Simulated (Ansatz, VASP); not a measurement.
# Cross-check of BH2N (BN wire along [110], 8 atoms a period, H-terminated) between VASP and Ansatz, part 2 of 2

One calculation is typed for both programs; each brings its own data sets. How far apart do they land? The cell is taken from a series of runs on this material, whose earlier steps may have relaxed, scaled, displaced or heated it; both programs get it as it stands.

VASP 6.6.1 and Ansatz 0.2.0.

So far: The starting structure; VASP: single point, HSE06.

**3. Ansatz: single point, HSE06**

Level of this step: Ansatz beside VASP: Kohn-Sham DFT, plane waves, HSE06 (Ansatz).

Ansatz runs on its PAW soft_1 files.

The same cell, functional, mesh and smearing now go to Ansatz, which takes its cutoff from its data sets.

Input file input.yaml:

```yaml
crystal:
  lattice:
    - [12.648, 0.0, 0.0]
    - [0.0, 11.326, 0.0]
    - [0.0, 0.0, 2.6262097145]
  atoms:
    - { symbol: H, position: [0.416883305, 0.29561954, 0.0] }
    - { symbol: B, position: [0.463120168, 0.388568147, 0.0] }
    - { symbol: H, position: [0.268714411, 0.589773296, 0.5] }
    - { symbol: H, position: [0.268714411, 0.410261086, 0.5] }
    - { symbol: B, position: [0.321177706, 0.500017191, 0.5] }
    - { symbol: "N", position: [0.540546835, 0.608783401, 0.5] }
    - { symbol: "N", position: [0.540546835, 0.391250981, 0.5] }
    - { symbol: H, position: [0.581191251, 0.687160075, 0.5] }
    - { symbol: H, position: [0.581191251, 0.312874306, 0.5] }
    - { symbol: B, position: [0.610211882, 0.500017191, 0.5] }
    - { symbol: "N", position: [0.396470446, 0.500017191, 0.0] }
    - { symbol: H, position: [0.416883305, 0.704414842, 0.0] }
    - { symbol: B, position: [0.463120168, 0.611466235, 0.0] }
    - { symbol: "N", position: [0.685571575, 0.500017191, 0.0] }
    - { symbol: H, position: [0.734723506, 0.572255718, 0.0] }
    - { symbol: H, position: [0.734723506, 0.427778664, 0.0] }
kpoints:
  mp_grid: { grid: [1, 1, 12] }
scf:
  occupations: { method: fermi_dirac, width: 0.05 }
hamiltonian:
  xc: hse06
  pseudopotentials: { kind: paw, azcp: { folder: soft_1 } }
```

Run with:

```
ansatz run input.yaml --threads 4 --pin off --max-ram 16384MiB --backend cpu --events-out ev --progress --plain --runs-dir out
```

Numbers of over 12 decimals in the logs are rounded to 6 here.

Output:

```text
Engine: ansatz 0.2.0, x86_64-unknown-linux-gnu
Pseudopotentials: kind: paw
Pseudopotential: H, paw, valence charge 1, recommended cutoff 420 eV (normal), soft_1/H.paw.azcp
Pseudopotential: B, paw, valence charge 3, recommended cutoff 420 eV (normal), soft_1/B.paw.azcp
Pseudopotential: N, paw, valence charge 5, recommended cutoff 420 eV (normal), soft_1/N.paw.azcp
Functional definition: HSE06
  parameter a = 0.25
  parameter omega = 0.11/bohr
  exchange = pbe_x - a*pbe_x_sr(omega) + a*exact_x_sr(omega)
  correlation = pbe_c
Crystal: 16 atoms, lattice volume = 376.208 Å³
Basis set: ecut = 420 eV, 7383 PW (Γ)
Bands: 36, of which v1, the nominal top of the filled ones, is band 20 counted from 1 (19 counted from 0)
Symmetry: 4 space group operations
Space group: Pmm2 (ITA 25), of the structure as read, at distance tolerance 7.2e-5 Å
k-points: 7 of 12
Non-local potential: H, projectors of the file, l = 0: 2, l = 1: 1
Non-local potential: B, projectors of the file, l = 0: 2, l = 1: 2, l = 2: 1
Non-local potential: N, projectors of the file, l = 0: 2, l = 1: 2, l = 2: 1
PAW form: soft (Blöchl's): semilocal exchange-correlation on the pseudo side does not see the compensation charge
PAW frozen core: B, regenerated for the run's functional, and the local potential with it (the file was generated under x = pbe(κ = 0.804, μ = 0.219515), c = pbe(β = 0.066725))
PAW frozen core: N, regenerated for the run's functional, and the local potential with it (the file was generated under x = pbe(κ = 0.804, μ = 0.219515), c = pbe(β = 0.066725))
PAW one-centre angular grid: H, 110 points (default); XC on 64 Gauss nodes
PAW one-centre angular grid: B, 110 points (default); XC on 64 Gauss nodes
PAW one-centre angular grid: N, 110 points (default); XC on 64 Gauss nodes
Initial density: superposition of atomic densities (neutral atoms: chi_scale 0, normalization atom)
Initial wavefunctions: pseudopotential atomic-orbital guess
Functional: x = pbe(κ = 0.804, μ = 0.219515), c = pbe(β = 0.066725), warm-up for x = pbe(κ = 0.804, μ = 0.219515) + 0.25 (exact − pbe) at short range (hse, ω = 0.207870 Å⁻¹), c = pbe(β = 0.066725); HSE06 as pw.x's `hse` composes it (authors' and Libxc's form: `xc: wpbeh`)
iter 1 solved again at ethr=6.55e-2 eV; its pass at ethr=1.00e-1 eV (dr2=2.62e1 eV) is discarded
SCF iter   1: F=—  HF=-2303.531098 eV  |F-HF|=—  |Δ(HF+E_count)|=         —  Δρ=7.55e-2  dr2=2.63e1  ethr=6.55e-2  ⟨swp⟩=2.1  Hψ=1464  notcnv=0
preconditioner: auto → none  [insulator: Δε(μ)=8.014 eV  Ē_g=17.286 eV  σ=0.050 eV  W_gap=1.00  n_scr=40 (ndim 8)  ℏωp=12.1 eV  f_vac=0.607  D(μ)=0.00/eV (n_scr^D=0)]
SCF iter   2: F=—  HF=-2295.241156 eV  |F-HF|=—  |Δ(HF+E_count)|=    8.29e0  Δρ=3.72e-2  dr2=4.28e0  ethr=6.55e-2  ⟨swp⟩=6.9  Hψ=899  notcnv=0  defer=1
SCF iter   3: F=—  HF=-2294.285450 eV  |F-HF|=—  |Δ(HF+E_count)|=   9.56e-1  Δρ=1.53e-2  dr2=8.37e-1  ethr=1.07e-2  ⟨swp⟩=6.4  Hψ=738  notcnv=0  defer=2
SCF iter   4: F=—  HF=-2294.123182 eV  |F-HF|=—  |Δ(HF+E_count)|=   1.62e-1  Δρ=7.11e-3  dr2=1.76e-1  ethr=2.09e-3  ⟨swp⟩=6.4  Hψ=757  notcnv=0  defer=5
iter 5 solved again at ethr=2.17e-5 eV; its pass at ethr=4.41e-4 eV (dr2=8.68e-3 eV) is discarded
SCF iter   5: F=—  HF=-2294.076081 eV  |F-HF|=—  |Δ(HF+E_count)|=   4.71e-2  Δρ=1.76e-3  dr2=8.09e-3  ethr=2.17e-5  ⟨swp⟩=3.1  Hψ=1127  notcnv=0  defer=1
SCF iter   6: F=—  HF=-2294.075824 eV  |F-HF|=—  |Δ(HF+E_count)|=   2.57e-4  Δρ=5.98e-4  dr2=1.09e-3  ethr=2.02e-5  ⟨swp⟩=3.0  Hψ=495  notcnv=0
SCF iter   7: F=-2294.075630 eV  HF=-2294.075648 eV  |F-HF|=1.74e-5  |Δ(HF+E_count)|=   1.76e-4  Δρ=1.73e-4  dr2=8.00e-5  ethr=2.73e-6  ⟨swp⟩=3.0  Hψ=478  notcnv=0
SCF 1 stopped early in 7 iterations: F = -2294.075630 eV  dr2 = 8.00e-5
  greatest PAW one-centre occupation: 0.799 electrons in one spin orbital (limit 2), on the N atom at site 13 (counted from 0), in its partial waves of l = 0
Initial density: handed on by an earlier stage of this run
Initial wavefunctions: those handed on with the density
Functional: x = pbe(κ = 0.804, μ = 0.219515) + 0.25 (exact − pbe) at short range (hse, ω = 0.207870 Å⁻¹), c = pbe(β = 0.066725); HSE06 as pw.x's `hse` composes it (authors' and Libxc's form: `xc: wpbeh`)
Exchange kernel: α = 0.2500, screened, ω = 0.2079 Å⁻¹, Wigner–Seitz truncation, v(0) = 998.9100 eV·Å³, q-mesh 1×1×12, nearest image of the exchange supercell L = 11.33 Å, pair-density grid 90×75×18, without the augmentation charges, whose exchange is taken in its separable form by FFT convolution over the k-point mesh (the finest that the files' search goes to), smooth part of the exact exchange by density-matrix convolution
Frozen-core exchange: fock
SCF iter   1: F=—  HF=-2294.805325 eV  |F-HF|=—  |Δ(HF+E_count)|=         —  Δρ=3.34e-3  dr2=2.61e-2  ethr=2.00e-6  ⟨swp⟩=15.4  Hψ=1666  notcnv=0
preconditioner: auto → none  [insulator: Δε(μ)=2.737 eV  Ē_g=15.439 eV  σ=0.050 eV  W_gap=1.00  n_scr=40 (ndim 8)  ℏωp=11.8 eV  f_vac=0.661  D(μ)=0.00/eV (n_scr^D=0)]
[...]
SCF iter   3: F=—  HF=-2294.804536 eV  |F-HF|=—  |Δ(HF+E_count)|=   8.84e-3  Δρ=4.61e-4  dr2=7.99e-4  ethr=2.00e-6  ⟨swp⟩=4.6  Hψ=711  notcnv=0
SCF iter   4: F=—  HF=-2294.804261 eV  |F-HF|=—  |Δ(HF+E_count)|=   2.74e-4  Δρ=1.23e-4  dr2=9.20e-5  ethr=1.94e-6  ⟨swp⟩=3.0  Hψ=513  notcnv=0
SCF iter   5: F=—  HF=-2294.804238 eV  |F-HF|=—  |Δ(HF+E_count)|=   2.32e-5  Δρ=2.34e-5  dr2=1.17e-5  ethr=1.76e-7  ⟨swp⟩=3.0  Hψ=499  notcnv=0
SCF iter   6: F=—  HF=-2294.804347 eV  |F-HF|=—  |Δ(HF+E_count)|=   1.09e-4  Δρ=5.37e-5  dr2=1.11e-5  ethr=3.51e-9  ⟨swp⟩=6.4  Hψ=1010  notcnv=0  defer=4
SCF iter   7: F=-2294.804343 eV  HF=-2294.804343 eV  |F-HF|=1.02e-7  |Δ(HF+E_count)|=   3.77e-6  Δρ=7.44e-6  dr2=3.05e-7  ethr=3.51e-9  ⟨swp⟩=3.9  Hψ=549  notcnv=0  defer=1
SCF 2 stopped early in 7 iterations: F = -2294.804343 eV  dr2 = 3.05e-7
  greatest PAW one-centre occupation: 0.802 electrons in one spin orbital (limit 2), on the N atom at site 13 (counted from 0), in its partial waves of l = 0
hybrid outer 1: dexx = +1.100e-2 eV, tail = 2.24e-5 eV
Exchange kernel: α = 0.2500, screened, ω = 0.2079 Å⁻¹, Wigner–Seitz truncation, v(0) = 998.9100 eV·Å³, q-mesh 1×1×12, nearest image of the exchange supercell L = 11.33 Å, pair-density grid 90×75×18, without the augmentation charges, whose exchange is taken in its separable form by FFT convolution over the k-point mesh (the finest that the files' search goes to), smooth part of the exact exchange by density-matrix convolution
Frozen-core exchange: fock
SCF iter   1: F=—  HF=-2294.804361 eV  |F-HF|=—  |Δ(HF+E_count)|=         —  Δρ=1.69e-5  dr2=1.02e-6  ethr=2.80e-7  ⟨swp⟩=8.7  Hψ=723  notcnv=0
preconditioner: auto → none  [insulator: Δε(μ)=2.587 eV  Ē_g=15.382 eV  σ=0.050 eV  W_gap=1.00  n_scr=40 (ndim 8)  ℏωp=11.8 eV  f_vac=0.665  D(μ)=0.00/eV (n_scr^D=0)]
iter 2 solved again at ethr=1.98e-10 eV; its pass at ethr=2.06e-9 eV (dr2=7.90e-8 eV) is discarded
SCF iter   2: F=—  HF=-2294.804361 eV  |F-HF|=—  |Δ(HF+E_count)|=   1.72e-7  Δρ=6.90e-6  dr2=1.16e-7  ethr=1.98e-10  ⟨swp⟩=3.1  Hψ=917  notcnv=0
SCF iter   3: F=—  HF=-2294.804361 eV  |F-HF|=—  |Δ(HF+E_count)|=   3.36e-8  Δρ=4.55e-6  dr2=1.12e-7  ethr=1.93e-10  ⟨swp⟩=4.0  Hψ=544  notcnv=0
SCF iter   4: F=-2294.804361 eV  HF=-2294.804361 eV  |F-HF|=7.21e-9  |Δ(HF+E_count)|=   2.50e-8  Δρ=1.61e-6  dr2=4.34e-8  ethr=1.85e-10  ⟨swp⟩=3.0  Hψ=426  notcnv=0
SCF 3 converged in 4 iterations: F = -2294.804361 eV  dr2 = 4.34e-8
hybrid outer 2: dexx = +2.990e-7 eV, tail = 9.35e-8 eV, Δε = 9.58e-4 eV (about 6.35e-5 eV left of the loop's levels)
hybrid SCF converged: 2 outer / 11 inner (+7 warm-up), last move |dexx| = 2.99e-7 eV, tail = 9.35e-8 eV
Stability not checked: this state was not tested for a lower state beside it, because the functional holds exact exchange (a hybrid, or Hartree-Fock), whose exchange loop this test does not read (fock_operator; see scf.lower_state_search)
Free energy (F): -2294.804362 eV
Frozen-core exchange: fock
Harris-Foulkes:  -2294.804362 eV  (|F-HF|=7.21e-9)
Internal energy: -2294.804362 eV  (E = F + TS)
E sigma→0 (E₀):  -2294.804362 eV
Fermi energy:    -1.661909 eV
--- Per-component energies (eV) ---
  E_band       = -455.163594
  E_kinetic    = 833.165882
  E_local      = -9553.363178  (includes V_loc(G=0)·N_el)
  E_nonlocal   = 172.088947
  E_hartree    = 4400.139898
  E_xc         = -356.834271
  E_vxc        = -439.362442  (∫ρ·V_xc dr)
  E_exx        = -92.106324  (= α·E_x^exact, valence–valence)
  E_paw        = -823.632769  (= ΣΔE_a)
  E_vpaw       = -83.753498  (= ΣTr[D̂ρ^β])
  E_aug_tail   = -0.004820  (compensation charges beyond the density's cutoff)
  E_ewald      = 3125.881085
  E_core_change = -0.138812  (= ΣΔE_core)
  E_smearing   = -0.000000  (= −TS)
  E_closure    = 0.000000  (closes the sum)
  Σ components = -2294.804362   (vs F -2294.804362, Δ=4.55e-13)
--- Band table (eV; the first three rows and the last of 7) ---
  k-point 0: bands = [... 16 lower, -5.0731, -3.7848, -3.5199, -3.1203, -0.4126]
  k-point 1: bands = [... 16 lower, -5.0152, -3.9944, -3.7265, -3.0954, -0.3006]
  k-point 2: bands = [... 16 lower, -4.9100, -4.7804, -3.7780, -3.0436, 0.0157]
  k-point 6: bands = [... 16 lower, -5.3209, -4.5682, -4.3996, -3.0229, 3.4218]
  guard bands above this table: 15 of the run's 36 bands. The solve was not asked for them (output.publish_guard_bands: true or output.eigenvalues: true publishes all)
```

**4. Side by side**

Known differences besides the potentials themselves: exact exchange at q = 0 is treated differently, which shows on coarse meshes; VASP keeps PBE cores, Ansatz makes them for the functional; the cutoff is 420 eV in Ansatz and 520 eV in VASP; VASP takes a coarser grid for exact exchange (PRECFOCK = Fast). Total energies have different zeros and are not compared.

Compared:

```
              quantity  Ansatz   VASP  difference
gap on the k mesh (eV)   2.587  2.577      +0.011
```

A gap on the mesh is an upper bound, since the band edges may lie between its points.

**5. What came out**

```yaml
difference_in_gap_on_the_k_mesh_single_point_hse06: 0.011 eV
```

The difference in gap on the k mesh is 0.011 eV (single point, HSE06), within the 0.08 eV picked in this series as the mark of a large difference. Such differences can come from data sets, numerical settings and the points named under the comparisons, not from the functional's error against experiment.

[Lines on the potential files, build, host, timing and source positions are cut from VASP's logs without a mark.]

[Logs are printed without paths, hosts, clocks, repeated set-up lines and the standing remarks that a program may print on its own settings, such as how far it seeks lower states.]

[Hosts, paths, dates, database ids (printed as entryN), source tags and the programs' standing remarks are cut or masked in the printed files.]
